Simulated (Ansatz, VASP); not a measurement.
## One calculation of SiO2, two programs

```
CELL_PARAMETERS angstrom
4.75610 0.00000 0.00000
-2.37805 4.11890 0.00000
0.00000 0.00000 5.54109
ATOMIC_POSITIONS crystal
Si 0.00000 0.50000 0.33333
Si 0.50000 0.50000 0.66667
Si 0.50000 0.00000 0.00000
O 0.58350 0.79175 0.83333
O 0.79175 0.58350 0.50000
O 0.79175 0.20825 0.16667
O 0.41650 0.20825 0.83333
O 0.20825 0.41650 0.50000
O 0.20825 0.79175 0.16667
```

Change from the starting cell: strain -0.0600 x Voigt [1, 1, 0, 0, 0, 0], atoms carried along.

Alike in both runs: task single point; functional r2SCAN; k mesh 6 × 6 × 4; occupations gaussian, width 0.05 eV; no spin polarisation.

```csv
,VASP,Ansatz
version,VASP 6.6.1,Ansatz 0.2.0
potentials or method,"VASP PAW PBE potentials, release 64 (Si, O)","scalar-relativistic, plane waves, PAW"
plane-wave cutoff (eV),520,500
valence electrons in the cell,48,48
```

|  | VASP | Ansatz | Ansatz less VASP |
| --- | --- | --- | --- |
| gap on the k mesh at the Fermi level (eV) | 6.66 | 6.67 | +0.008 |
| least direct gap on the mesh (eV) | 6.77 | 6.77 | +0.005 |
| pressure (GPa) | 29.6 | 29.4 | -0.17 |
| largest component of the traceless stress (GPa) | 1.91 | 1.97 | +0.063 |
| rms of the force components (eV/Å) | 0.587 | 0.596 | +0.0082 |

Atom by atom the forces differ by 0.008 eV/Å (rms over components).

Caveats: so large a pressure means that the cell lies far from this level's equilibrium, or that cutoff or potentials fall short (VASP); the potentials were made for another functional, which shifts forces and pressure (VASP). A k mesh can miss the band edges.
